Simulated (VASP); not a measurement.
Crystal: Cu.

```
Cu
1.0
     0.00000    1.80750    1.80750
     1.80750    0.00000    1.80750
     1.80750    1.80750    0.00000
Cu
1
Direct
  0.00000 0.00000 0.00000
```

* Program: VASP 6.6.1
* Task: relaxation of cell and atoms
* Functional: r2SCAN
* Potentials or basis: VASP PAW PBE potentials, release 64 (Cu)
* Cutoff: 600 eV
* k mesh: 13 × 13 × 13
* Occupations: methfessel-paxton, width 0.1 eV
* Spin: no spin polarisation

At the start: pressure -4.4 GPa; volume 11.81 Å³/atom.

Question: Where does the relaxation end?

Answer: Over 3 steps the energy falls by 4.5 meV/atom and the volume is 11.48 Å³/atom (-2.8 %); space group Fm-3m (No. 225, to 0.05 Å).

The path:
```
step  energy change (eV)  largest force (eV/Å)  pressure (GPa)  volume (Å³)
   1              0.0000                0.0000           -4.36        11.81
   2             -0.0026                0.0000            3.03        11.27
   3             -0.0045                0.0000           -0.10        11.48
```

Final structure:
```yaml
crystal:
  lattice:
    - [0.00000, 1.79059, 1.79059]
    - [1.79059, 0.00000, 1.79059]
    - [1.79059, 1.79059, 0.00000]
  atoms:
    - { symbol: Cu, position: [0.00000, 0.00000, 0.00000] }
```

Caveat: the PAW data sets were made with another functional, which shifts forces and pressure a little.
